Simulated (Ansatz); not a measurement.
SiC: stationary points along a deformation path

Computed with DFT r2SCAN, scalar-relativistic, plane waves, PAW (Ansatz 0.2.0). The runs took a 500 eV cutoff, a Γ-centred 12×12×12 mesh and Gaussian smearing (0.05 eV). No spin polarisation. Energies are free energies at this smearing, counted from the undisturbed cell; pressure is positive in compression.

Zero of the scan (as given, not relaxed at this level; it stands at 1.3 GPa):

```
Si C
1.0
     0.00000    2.17400    2.17400
     2.17400    0.00000    2.17400
     2.17400    2.17400    0.00000
Si C
1 1
Direct
  0.00000 0.00000 0.00000
  0.75000 0.75000 0.75000
```

At fixed volume and fractional coordinates, lengths along (0.000, 0.000, 1.000) are scaled against those across it; ρ is that ratio over its starting value. V = 10.275 Å³/atom. Δσ is the stress along the axis less the mean stress across it (compression positive).

| ρ | ΔE (meV/atom) | Δσ (GPa) | space group |
| --- | --- | --- | --- |
| 0.650 | 687.0 | 61.37 | I-4m2 |
| 0.707 | 478.5 | 55.36 | I-4m2 |
| 0.780 | 268.6 | 44.14 | I-4m2 |
| 0.850 | 126.8 | 32.79 | I-4m2 |
| 0.920 | 37.1 | 19.61 | I-4m2 |
| 0.960 | 9.4 | 10.49 | I-4m2 |
| 1.000 | 0.0 | 0.00 | F-43m |
| 1.050 | 15.2 | -15.08 | I-4m2 |
| 1.100 | 61.8 | -32.18 | I-4m2 |
| 1.200 | 251.4 | -71.30 | I-4m2 |
| 1.300 | 567.7 | -114.41 | I-4m2 |
| 1.414 | 1058.7 | -151.08 | I-4m2 |
| 1.500 | 1434.1 | -142.92 | I-4m2 |

**Question.** How does the stress give the slope of the energy, and where is the energy stationary?

**Answer.** Along the path d ln(length) is 2/3 d ln ρ on the axis and −1/3 d ln ρ across it, so dE/d ln ρ = −(2/3) V Δσ: the energy falls with ρ where Δσ is positive. Δσ vanishes or changes sign at ρ = 1.000 (F-43m), a minimum at 0.0 meV/atom. Pairs of stationary points between two samples would go unseen, and could change a minimum read from distant neighbours into a maximum. At ρ = 1.000 the cell is cubic, where symmetry alone makes the stress isotropic and the slope zero.

**Question.** Which shear constant sets the curvature at ρ = 1?

**Answer.** For a cubic crystal E/V = (2/3) C (ln ρ)² with C = C′ = (C11 − C12)/2, so Δσ = −2C ln ρ. The parabola of Δσ against ln ρ through ρ = 0.960, 1 and 1.050 gives C ≈ 140 GPa with the ions clamped, rough because the steps are large. It is the stress–strain coefficient at this cell's pressure of 1.3 GPa, not the zero-pressure constant.

**Question.** Integrate that slope from ρ = 1 to 0.850 by the trapezoid rule.

**Answer.** With V/N in Å³ and 1 eV/Å³ = 160.2 GPa the slopes at ρ = 1.000, 0.960, 0.920, 0.850 are 0, -449, -838, -1402 meV/atom per unit of ln ρ. The steps add 9.2 + 27.4 + 88.6 = 125.2 meV/atom, against 126.8 from the energies; the trapezoid rule misses the curvature of the slope within each step.

The gap closes along the scan, which can put kinks into the curve.